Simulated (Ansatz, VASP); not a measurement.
One calculation of As, two programs

The input INCAR:

```
PREC = Accurate
ENCUT = 520
EDIFF = 1E-6
ISMEAR = 0
SIGMA = 0.02
LREAL = False
LASPH = True
NELM = 80
ALGO = Normal
ISIF = 2
LWAVE = False
LCHARG = False
GGA = CA
NBANDS = 12
```

Contents of KPOINTS:

```
Automatic mesh
0
Gamma
  11 11 11
```

The input POSCAR:

```
As
1.0
    1.8807968987      1.0858785957      3.5140619945
   -1.8807968987      1.0858785957      3.5140619945
    0.0000000000     -2.1717571915      3.5140619945
As
2
Direct
    0.2260000000      0.2260000000      0.2260000000
    0.7740000000      0.7740000000      0.7740000000
```

Input for Ansatz:

```yaml
crystal:
  lattice:
    - [1.8807968987, 1.0858785957, 3.5140619945]
    - [-1.8807968987, 1.0858785957, 3.5140619945]
    - [0.0, -2.1717571915, 3.5140619945]
  atoms:
    - { symbol: As, position: [0.226, 0.226, 0.226] }
    - { symbol: As, position: [0.774, 0.774, 0.774] }
hamiltonian:
  xc: lda
kpoints:
  mp_grid: { grid: [11, 11, 11] }
scf:
  occupations: { method: gaussian, width: 0.02 }
  convergence: { dr2_threshold: 1.0e-11 }
basis:
  ecutwfc: 600
output:
  forces: true
```

Alike in both runs: task single point; functional LDA; k mesh 11 × 11 × 11; occupations gaussian, width 0.02 eV; no spin polarisation.

```csv
,VASP,Ansatz
version,VASP 6.6.1,Ansatz 0.2.0
potentials or method,"VASP PAW LDA potentials, release 64 (As)","scalar-relativistic, plane waves, PAW"
plane-wave cutoff (eV),520,600
valence electrons in the cell,10,30
```

Ansatz gave:

| Quantity | Value |
| --- | --- |
| rms of the force components (eV/Å) | 0.150 |

**Question.** Estimate VASP's values.

**Answer.** rms of the force components (eV/Å): 0.192.

Atom by atom the forces differ by 0.042 eV/Å (rms over components). The two sets of potentials don't hold the same shells in valence.
